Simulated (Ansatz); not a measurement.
**What isotropic strain −2.54 % does to InN**

The reference is InN in the wurtzite structure (space group P6_3mc, No. 186; a = 3.537 Å, c = 5.714 Å).

Now apply this change: every lattice vector is shortened by 2.54 %; the atoms relax in the strained cell.

Method: PBEsol (Ansatz, a quantum-chemistry and plane-wave program), scalar-relativistic without spin-orbit coupling. Γ-centred 11×11×6 mesh, Fermi–Dirac width 0.05 eV.

* **Space group**: P6_3mc (No. 186) (base P6_3mc (No. 186))
* **Shortest interatomic distance**: 2.101 Å (base 2.156 Å)
* **Energy relative to the base (free energy F)**: +42 meV/atom
* **Pressure (mean of the normal stresses, compression positive)**: 12.5 GPa (base 0.0 GPa)
* **Band gap**: zero (base zero)

The mesh was chosen for an insulator and is coarse for the gapless case. No phonon test of stability was made. All final runs are without spin polarisation. A zero or small gap of InN can be the functional's error rather than a property of the material.
